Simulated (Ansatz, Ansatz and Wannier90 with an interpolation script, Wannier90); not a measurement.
# GaN (P6_3mc): quasiparticle bands by Wannier interpolation

G0W0 gives levels on a mesh alone; what do the bands of GaN (P6_3mc) look like between the points?

Main program and level: Ansatz 0.2.0; LDA, Wannier functions and G0W0, plane waves, PAW.

This is a report of a sequence of runs, with most program output left out.

The database entry behind the starting cell differs from later determinations by our own check (about 0.3 % short, ideal inner coordinate), so it need not match the best structure at ambient conditions.

### Step 1. Set-up

Symmetry: P6_3mc, No. 186, hexagonal system. Conventional cell: a = 3.180 Å, b = 3.180 Å, c = 5.166 Å, α = 90.00°, β = 90.00°, γ = 120.00°. Ga has 4 N at 1.94 to 1.95 Å nearest. Nearest to N lie 4 Ga at 1.94 to 1.95 Å. Farther neighbours and most contacts between anions are not listed.

The cell and positions come from the Crystallography Open Database and are kept as given unless a step says otherwise. The default PAW set here is soft_2. Its files were made with PBE.

### Step 2. LDA bands

The cheap functional maps the bands first; the places of the edges decide which points the dearer methods must see.

This step: DFT, LDA, plane waves, PAW.

input.yaml

```yaml
crystal:
  lattice:
    - [3.18, 0.0, 0.0]
    - [-1.59, 2.75396078, 0.0]
    - [0.0, 0.0, 5.166]
  atoms:
    - { symbol: Ga, position: [0.33333333, 0.66666667, 0.0] }
    - { symbol: Ga, position: [0.66666667, 0.33333333, 0.5] }
    - { symbol: "N", position: [0.33333333, 0.66666667, 0.375] }
    - { symbol: "N", position: [0.66666667, 0.33333333, 0.875] }
kpoints:
  mp_grid: { grid: [9, 9, 4] }
  band_path:
    path:
      - [[0.0, 0.0, 0.0], [0.5, 0.0, 0.0], [0.33333333, 0.33333333, 0.0], [0.0, 0.0, 0.0], [0.0, 0.0, 0.5], [0.5, 0.0, 0.5], [0.33333333, 0.33333333, 0.5], [0.0, 0.0, 0.5]]
      - [[0.5, 0.0, 0.5], [0.5, 0.0, 0.0]]
      - [[0.33333333, 0.33333333, 0.5], [0.33333333, 0.33333333, 0.0]]
    npoints: 10
hamiltonian:
  xc: lda
scf:
  occupations: { method: fermi_dirac, width: 0.02 }
  n_extra_bands: 30
output:
  eigenvalues: true
  fatbands: true
  write_density: true
  write_potential: true
  elf: true
  volumetric_format: npy
```

Started as:

```console
ansatz run input.yaml --threads 8 --pin off --max-ram 18432MiB --backend cpu --events-out ev --progress --plain --runs-dir out
```

Wall time 3.5 s (8 threads of Arm Neoverse V1, shared host); peak memory 0.47 GiB.

Numbers from this step:

- filled bands: 18
- gap: 1.973 eV
- valence top at: Γ
- conduction bottom at: Γ
- least direct gap: 1.973 eV

The gap is direct, at Γ.

ELF in the ac plane at fractional y = 0.333, with atoms of Ga and N within 0.2 Å of it. It is the smooth field of the valence electrons, not physical close to the nuclei.

Ten even steps from '0' (0.00) to '9' (0.83):
```
4222236899889997
5222247997436998
5322247996104898
6311257996215898
5211247998768997
4211136899999986
2100124689999875
1000012455666543
1100012223333322
1111112222112222
2222222220000122
2344332210000022
3455533210120012
4677643210000022
5777753210000123
5777764322112223
6777764322222224
5666654322222223
4556543211111123
2344432110000011
1233221100000001
1122211100000001
1122211112222211
2222222345555432
2222223578888764
3222234799999985
```
Columns run along a (3.2 Å), rows up along c (5.2 Å). Atoms in or near the plane, at fractional coordinates: Ga at (0.67, 0.50), N at (0.67, 0.88).

Valence density in the ac plane at fractional y = 0.333, with atoms of Ga and N within 0.2 Å of it. It is the smooth field of the valence electrons, not physical close to the nuclei.

Ten steps, logarithmic in the rise over the least value, from '0' (0 e/Å³) to '9' (45 e/Å³):
```
1111111123333221
1100111234444321
1000011234444321
1000001234444321
0000001123444321
0000000123333211
0000000112222110
0000000011221100
0000000011221100
0000000112332210
0000000124665311
0000001246897421
1000001247998521
1111111246897421
1111111124665321
1111111112332211
1111111011111100
0011100000000000
0000000000000000
0000000000000000
0000000000000000
0000000000000000
0000000000000000
0000000000000000
0011100111111110
1111111112222211
```
Columns run along a (3.2 Å), rows up along c (5.2 Å). Atoms in or near the plane, at fractional coordinates: Ga at (0.67, 0.50), N at (0.67, 0.88).

### Step 3. Overlaps and projections on 9×9×4

This step: overlaps and projections of LDA states for Wannier90, plane waves, PAW.

input.yaml, the sections that differ from step 2:

```yaml
kpoints:
  mp_grid: { grid: [9, 9, 4] }
scf:
  occupations: { method: fixed }
  n_extra_bands: 30
output:
  wannier:
    kmesh: [9, 9, 4]
    projections:
      - { species: Ga, l: s, shell: 4 }
      - { species: Ga, l: p, shell: 4 }
      - { species: "N", l: p, shell: 2 }
    minimise: false
    seedname: w
    disentanglement: { window: [2.11, 25.11], frozen_window: [2.11, 14.45] }
# crystal, hamiltonian: as in step 2
```

Run time: 3.5 s. Hardware: 8 threads; peak memory 0.56 GiB; 18 s of CPU time.

### Step 4. Wannier functions by Wannier90 (Ga:4s Ga:4p N:2p) on 9×9×4

Localised functions give a small Hamiltonian that interpolates between mesh points at no cost.

This step: maximally localised Wannier functions from the overlaps of LDA states (plane waves, PAW).

w.win

```
num_iter = 1200
conv_tol = 1.0e-8
conv_window = 5
dis_num_iter = 4000
dis_conv_tol = 1.0e-8
dis_mix_ratio = 0.7
write_hr = true
use_ws_distance = false
num_print_cycles = 50
! ansatz wannier90 interface
! projections by site (counted from 0) and shell: 0 4S, 1 4S, 0 4P, 1 4P, 2 2P, 3 2P
! states of the run's bands (counted from 1): 1-29
num_bands = 29
num_wann  = 14
dis_win_min = 2.11
dis_win_max = 25.11
dis_froz_min = 2.11
dis_froz_max = 14.45
guiding_centres = true
shell_list = 2 1

begin unit_cell_cart
Ang
       3.1799999976706714                      0.0                      0.0
      -1.5899999988353357       2.7539607820172574                      0.0
                      0.0                      0.0                    5.166
end unit_cell_cart

begin atoms_frac
Ga        0.3333333333333333       0.6666666666666666                      0.0
Ga        0.6666666666666666       0.3333333333333333                      0.5
N         0.3333333333333333       0.6666666666666666                    0.375
N         0.6666666666666666       0.3333333333333333                    0.875
end atoms_frac

mp_grid = 9 9 4

[... the mesh's points ...]
```

Started as:

```console
OMP_NUM_THREADS=1 mpirun -n 8 wannier90.x w > wannier90.x.log
```

Elapsed: 4.9 s, on 8 MPI ranks; 37 s of CPU time.

Numbers from this step:

* gauge-invariant spread: 19.07 Å²
* diagonal spread: 0.1125 Å²
* off-diagonal spread: 3.484 Å²
* total spread: 22.67 Å²
* disentanglement steps: 145
* r.m.s. interpolation error: 0.002865 eV
* r.m.s. error near the gap: 0.003738 eV

Near the gap the model misses directly solved bands by 3.7 meV r.m.s. and by 51 meV at most in the window tested. This tests the starting bands, not the corrections carried with them.

Wannier functions, by row:

```csv
function,x (Å),y (Å),z (Å),spread (Å²),nearest atom,distance (Å)
1,0,2.328,0.347,2.067,Ga1,0.602
2,1.59,0.426,2.93,2.067,Ga2,0.602
3,0,1.85,-0.923,1.916,Ga1,0.923
4,0,2.128,0.19,2.704,Ga1,0.348
5,0,1.034,0.279,1.862,Ga1,0.849
6,1.59,0.904,1.66,1.916,Ga2,0.923
7,1.59,0.626,2.773,2.704,Ga2,0.348
8,1.59,1.72,2.862,1.862,Ga2,0.849
9,0,1.836,1.929,0.953,N3,0.008
10,0,1.827,1.952,0.918,N3,0.018
11,0,1.84,1.95,0.914,N3,0.014
12,1.59,0.918,4.512,0.953,N4,0.008
13,1.59,0.927,4.535,0.918,N4,0.018
14,1.59,0.914,4.533,0.914,N4,0.014
```

Frozen up to 4.97 eV; above it the model need not follow the bands. The electronic bands at the labelled points (eV, zero at the valence-band top):

```csv
point,band 15,band 16,band 17,band 18,band 19,band 20,band 21,band 22
Γ,-1.07,-0.06,0.00,0.00,1.97,4.20,9.10,9.75
halfway,-2.87,-2.04,-0.76,-0.50,4.29,5.84,7.31,8.48
M,-4.33,-2.81,-2.30,-1.00,4.93,5.54,6.31,8.52
halfway,-4.35,-3.62,-2.46,-1.90,5.74,6.49,6.69,8.37
K,-5.41,-3.08,-3.08,-2.75,5.40,7.74,7.74,8.29
halfway,-3.70,-2.45,-1.03,-0.95,4.93,6.82,7.29,7.63
Γ,-1.07,-0.06,0.00,0.00,1.97,4.20,9.10,9.75
halfway,-0.93,-0.93,-0.17,-0.17,3.13,4.31,8.71,9.45
A,-0.55,-0.55,-0.55,-0.55,4.23,4.23,8.38,8.38
halfway,-2.13,-2.13,-1.32,-1.32,5.18,5.18,7.56,7.56
L,-1.98,-1.98,-1.95,-1.95,4.31,4.31,8.01,8.01
halfway,-3.27,-3.27,-1.64,-1.64,5.29,5.29,8.09,8.09
H,-4.28,-4.28,-1.52,-1.52,6.38,6.38,7.26,7.26
halfway,-2.17,-2.17,-1.86,-1.86,5.61,5.61,7.57,7.57
A,-0.55,-0.55,-0.55,-0.55,4.23,4.23,8.38,8.38
jump to L,-1.98,-1.98,-1.95,-1.95,4.31,4.31,8.01,8.01
halfway,-3.38,-2.58,-1.75,-1.31,4.23,4.98,7.71,7.76
M,-4.33,-2.81,-2.30,-1.00,4.93,5.54,6.31,8.52
jump to H,-4.28,-4.28,-1.52,-1.52,6.38,6.38,7.26,7.26
halfway,-5.10,-3.27,-2.26,-2.26,6.04,7.14,7.14,8.07
K,-5.41,-3.08,-3.08,-2.75,5.40,7.74,7.74,8.29
```

The same for Kohn-Sham, solved directly:

```csv
point,band 15,band 16,band 17,band 18,band 19,band 20,band 21,band 22
Γ,-1.07,-0.06,0.00,0.00,1.97,4.20,9.10,9.74
M,-4.33,-2.81,-2.30,-1.00,4.92,5.53,5.94,8.52
K,-5.41,-3.08,-3.08,-2.75,4.97,7.74,7.74,8.29
Γ,-1.07,-0.06,0.00,0.00,1.97,4.20,9.10,9.74
A,-0.55,-0.55,-0.55,-0.55,4.23,4.23,8.38,8.38
L,-1.98,-1.98,-1.95,-1.95,4.31,4.31,7.68,7.68
H,-4.28,-4.28,-1.52,-1.52,6.38,6.38,7.19,7.19
A,-0.55,-0.55,-0.55,-0.55,4.23,4.23,8.38,8.38
L,-1.98,-1.98,-1.95,-1.95,4.31,4.31,7.68,7.68
M,-4.33,-2.81,-2.30,-1.00,4.92,5.53,5.94,8.52
H,-4.28,-4.28,-1.52,-1.52,6.38,6.38,7.19,7.19
K,-5.41,-3.08,-3.08,-2.75,4.97,7.74,7.74,8.29
```

### Step 5. G0W0 at every point of the mesh: 9×9×4 mesh, 188 empty bands, screening to 150 eV

G0W0 replaces the xc potential by the self-energy, built once from these orbitals. Only a window of levels is corrected, while the sums run over the empty bands that the input names.

This step: G0W0 on LDA, plane waves, PAW.

input.yaml, the sections that differ from step 3:

```yaml
scf:
  occupations: { method: fixed }
gw:
  n_empty_bands: 188
  ecut_chi: 150.0
  qp_bands: [v6, c2]
  screening: { model: contour_deformation }
# crystal, kpoints, hamiltonian: as in step 3
# output: removed
```

Started as:

```console
ansatz run input.yaml --threads 8 --pin off --max-ram 18432MiB --backend cpu --events-out ev --progress --plain --runs-dir out
```

Elapsed: 7.3 min, on 8 threads; peak memory 1.2 GiB.

This step gave:

- bands summed: 206
- RPA ε∞ on this mesh (eigenvalues): 5.653, 5.653, 5.826
- plane waves in the screening matrix: 197
- q-points in the mesh: 324
- G0W0 gap on the mesh: 3.165 eV
- k of the valence top: 0, 0, 0
- k of the conduction bottom: 0, 0, 0
- starting gap on the mesh: 1.973 eV
- Z at the valence top: 0.7732
- Z at the conduction bottom: 0.8071
- least direct G0W0 gap on the computed points: 3.165 eV

The gap on the mesh goes from 1.97 eV to 3.17 eV, a correction of +1.19 eV. Between the two edge states, bare exchange in place of the xc potential would open the gap by 7.79 eV, and correlation takes back 6.59 eV.

### Step 6. Interpolating the corrections

A script adds the corrections, carried to the Wannier functions and back, to the LDA levels, along the path and on a 26×26×9 mesh.

| Property | Result |
| --- | --- |
| G0W0 gap over the zone | 3.165 eV |
| valence top at | Γ |
| conduction bottom at | Γ |
| starting gap over the zone | 1.973 eV |
| least direct G0W0 gap | 3.165 eV |
| G0W0 gap on the mesh | 3.165 eV |
| valence width, start | 7.226 eV |
| valence width, G0W0 | 7.411 eV |
| gap by a rigid shift | 3.166 eV |

Levels solved directly plus the interpolated quasiparticle correction. Limits: finite bands, cutoff and mesh; no spin-orbit coupling. Quasiparticle bands along the path, in eV, zero at the valence-band top of each set:

```csv
point,band 15,band 16,band 17,band 18,band 19
Γ,-1.17,-0.07,0.00,0.00,3.17
halfway,-3.07,-2.20,-0.82,-0.54,5.65
M,-4.54,-3.00,-2.47,-1.08,6.18
halfway,-4.55,-3.85,-2.64,-2.07,6.86
K,-5.57,-3.29,-3.29,-2.98,6.36
halfway,-3.96,-2.60,-1.13,-1.03,6.37
Γ,-1.17,-0.07,0.00,0.00,3.17
halfway,-1.01,-1.01,-0.18,-0.18,4.39
A,-0.60,-0.60,-0.60,-0.60,5.62
halfway,-2.29,-2.29,-1.43,-1.43,6.53
L,-2.13,-2.13,-2.09,-2.09,5.55
halfway,-3.50,-3.50,-1.75,-1.75,6.62
H,-4.55,-4.55,-1.63,-1.63,7.83
halfway,-2.34,-2.34,-2.00,-2.00,7.01
A,-0.60,-0.60,-0.60,-0.60,5.62
jump to L,-2.13,-2.13,-2.09,-2.09,5.55
halfway,-3.58,-2.76,-1.89,-1.42,5.47
M,-4.54,-3.00,-2.47,-1.08,6.18
jump to H,-4.55,-4.55,-1.63,-1.63,7.83
halfway,-5.36,-3.52,-2.41,-2.41,7.17
K,-5.57,-3.29,-3.29,-2.98,6.36
```

The same for LDA:

```csv
point,band 15,band 16,band 17,band 18,band 19
Γ,-1.07,-0.06,0.00,0.00,1.97
M,-4.33,-2.81,-2.30,-1.00,4.92
K,-5.41,-3.08,-3.08,-2.75,4.97
Γ,-1.07,-0.06,0.00,0.00,1.97
A,-0.55,-0.55,-0.55,-0.55,4.23
L,-1.98,-1.98,-1.95,-1.95,4.31
H,-4.28,-4.28,-1.52,-1.52,6.38
A,-0.55,-0.55,-0.55,-0.55,4.23
L,-1.98,-1.98,-1.95,-1.95,4.31
M,-4.33,-2.81,-2.30,-1.00,4.92
H,-4.28,-4.28,-1.52,-1.52,6.38
K,-5.41,-3.08,-3.08,-2.75,4.97
```

Minima of the lowest conduction band, from levels solved directly at the displaced points, plus the interpolated correction; masses are left empty at degenerate points, on flat bands and where the interpolated correction rules the curvature; G0W0 masses are rough. Conduction valleys, by row:

```csv
point,k (reciprocal lattice),valleys in the zone,G0W0 level above the valence top (eV),LDA level above the valence top (eV),G0W0 principal masses (m_e),LDA principal masses (m_e)
Γ,0.000 0.000 0.000,1,3.165,1.973,0.181 0.196 0.197,0.169 0.184 0.184
```

Second differences of levels solved directly at the displaced points, plus the interpolated correction, at the quasiparticle band edges; no spin-orbit coupling; left empty where the band is flat or the interpolated correction rules the curvature. Effective masses, by row:

```csv
carrier,point,Cartesian direction,band,LDA mass (m_e),G0W0 mass (m_e)
hole,Γ,100,18,1.821,1.994
hole,Γ,100,17,0.172,0.188
hole,Γ,010,18,2.084,2.126
hole,Γ,010,17,0.172,0.185
hole,Γ,001,18,1.652,1.511
hole,Γ,001,17,1.652,1.511
hole,Γ,110,18,2.087,2.426
hole,Γ,110,17,0.172,0.185
hole,Γ,111,18,1.756,1.839
hole,Γ,111,17,0.245,0.261
electron,Γ,100,19,0.182,0.196
electron,Γ,010,19,0.182,0.196
electron,Γ,001,19,0.168,0.181
electron,Γ,110,19,0.182,0.196
electron,Γ,111,19,0.177,0.191
```

Corrections by starting level (eV, on the run's own energy scale, so only their differences matter):

```csv
start,correction
-7.23,−0.67
-6.12,−0.74
-5.74,−0.73
-4.50,−0.67
-3.77,−0.71
-3.00,−0.70
-2.47,−0.64
-1.98,−0.64
-1.70,−0.62
-1.28,−0.59
-0.96,−0.52
-0.30,−0.51
-0.11,−0.49
1.97,+0.71
4.31,+0.94
5.01,+0.81
5.68,+0.87
6.66,+0.97
```

### Step 7. LDA+SOC bands, for comparison

The many-body steps leave out spin-orbit coupling, so its effect is taken from a two-component run, with twice the bands.

This step: DFT, LDA with spin-orbit coupling, plane waves, PAW.

input.yaml, the sections that differ from step 5:

```yaml
kpoints:
  mp_grid: { grid: [9, 9, 4] }
  band_path:
    path:
      - [[0.0, 0.0, 0.0], [0.5, 0.0, 0.0], [0.33333333, 0.33333333, 0.0], [0.0, 0.0, 0.0], [0.0, 0.0, 0.5], [0.5, 0.0, 0.5], [0.33333333, 0.33333333, 0.5], [0.0, 0.0, 0.5]]
      - [[0.5, 0.0, 0.5], [0.5, 0.0, 0.0]]
      - [[0.33333333, 0.33333333, 0.5], [0.33333333, 0.33333333, 0.0]]
    npoints: 10
scf:
  occupations: { method: fermi_dirac, width: 0.02 }
  n_extra_bands: 10
magnetization:
  noncollinear: true
  spin_orbit: true
output:
  eigenvalues: true
# crystal, hamiltonian: as in step 5
# gw: removed
```

It took 6.1 s on 8 threads; peak memory 0.69 GiB.

This step gave:

* filled bands: 36
* gap: 1.970 eV
* valence top at: Γ
* conduction bottom at: Γ
* least direct gap: 1.970 eV

The gap is that of LDA.

Electronic bands along the path, in eV, zero at the top of the highest nominally filled band:

```csv
point,band 33,band 34,band 35,band 36,band 37,band 38,band 39,band 40
Γ,-0.01,-0.01,0.00,0.00,1.97,1.97,4.19,4.19
halfway,-0.78,-0.75,-0.50,-0.50,4.27,4.30,5.83,5.83
M,-2.30,-2.30,-1.00,-1.00,4.91,4.91,5.52,5.52
halfway,-2.46,-2.46,-1.91,-1.91,5.45,5.46,6.48,6.50
K,-3.08,-3.06,-2.75,-2.75,4.97,4.97,7.73,7.73
halfway,-1.04,-1.03,-0.97,-0.94,4.92,4.94,6.77,6.79
Γ,-0.01,-0.01,0.00,0.00,1.97,1.97,4.19,4.19
halfway,-0.17,-0.17,-0.16,-0.16,3.13,3.13,4.31,4.31
A,-0.55,-0.55,-0.55,-0.55,4.23,4.23,4.23,4.23
halfway,-1.33,-1.33,-1.32,-1.32,5.17,5.17,5.17,5.17
L,-1.94,-1.94,-1.94,-1.94,4.31,4.31,4.31,4.31
halfway,-1.65,-1.65,-1.63,-1.63,5.27,5.27,5.29,5.29
H,-1.53,-1.53,-1.53,-1.53,6.36,6.36,6.39,6.39
halfway,-1.88,-1.88,-1.84,-1.84,5.59,5.59,5.62,5.62
A,-0.55,-0.55,-0.55,-0.55,4.23,4.23,4.23,4.23
jump to L,-1.94,-1.94,-1.94,-1.94,4.31,4.31,4.31,4.31
halfway,-1.76,-1.76,-1.31,-1.31,4.23,4.23,4.96,4.96
M,-2.30,-2.30,-1.00,-1.00,4.91,4.91,5.52,5.52
jump to H,-1.53,-1.53,-1.53,-1.53,6.36,6.36,6.39,6.39
halfway,-2.29,-2.25,-2.25,-2.24,5.74,5.74,7.13,7.13
K,-3.08,-3.06,-2.75,-2.75,4.97,4.97,7.73,7.73
```

### Step 8. HSE06 bands, for comparison

This step: DFT, HSE06, plane waves, PAW.

input.yaml: that of step 7 with these lines changed.

```diff
@@ -11,3 +11,3 @@
 kpoints:
-  mp_grid: { grid: [9, 9, 4] }
+  mp_grid: { grid: [6, 6, 4] }
   band_path:
@@ -19,9 +19,6 @@
 hamiltonian:
-  xc: lda
+  xc: hse06
 scf:
-  occupations: { method: fermi_dirac, width: 0.02 }
-  n_extra_bands: 10
-magnetization:
-  noncollinear: true
-  spin_orbit: true
+  occupations: { method: fixed }
+  n_extra_bands: 5
 output:
```

The job ended after 3 min (8 threads; peak memory 1.3 GiB; 20 min of CPU time).

Numbers from this step:

| Item | Value |
| --- | --- |
| filled bands | 18 |
| gap | 3.233 eV |
| valence top at | Γ |
| conduction bottom at | Γ |
| least direct gap | 3.233 eV |

The gap stands +1.26 eV against LDA.

### Step 9. Summary of results

```
LDA gap                             : 1.97 eV
G0W0 gap over the zone              : 3.17 eV, direct
least direct G0W0 gap, in the model : 3.17 eV
with the spin-orbit change          : 3.16 eV
GW settings                         : 9×9×4 mesh, 188 empty bands, screening to 150 eV
known limits                        : not at the basis limit; no spin-orbit coupling
```

In words: The Wannier model follows the LDA bands to 4 meV r.m.s. near the gap, and misses by up to 51 meV in the window tested, so levels away from the edges are rougher. The G0W0 gap over the zone is 3.17 eV, direct, from Γ to Γ; on the mesh alone it is 3.17 eV, nearly the same. The valence width in the model goes from 7.23 eV to 7.41 eV. At the band edge the lightest electron mass is 0.17 m_e at the start and 0.18 m_e in G0W0; the G0W0 masses rest on corrections from the 9×9×4 mesh alone and are rough. LDA+SOC gives a gap of 1.97 eV on the same path, a spin-orbit change of −0.003 eV that would bring the G0W0 gap to 3.16 eV. HSE06 gives a gap of 3.23 eV on the same path. Bands and cutoff are finite, so the gap is not at the basis limit. The miss can reach some tenths of an eV and take either sign; the mesh is an error of its own. Beside the filled d shell of Ga, one-shot G0W0 from a semilocal start often leaves the gap short. Above the frozen window of the model the interpolated levels need not meet the computed ones, even at points of the mesh.

[Paths, hosts, dates, memory and timing lines, banners, echoed tables and standing remarks are left out of the program output.]

[Logs are printed without paths, hosts, clocks, repeated set-up lines and the standing remarks that a program may print on its own settings, such as how far it seeks lower states.]

[Runs of the session that timed out or met a known fault of the program may be left out.]

[Hosts, paths, dates, database ids (printed as entryN), source tags and the programs' standing remarks are cut or masked in the printed files.]
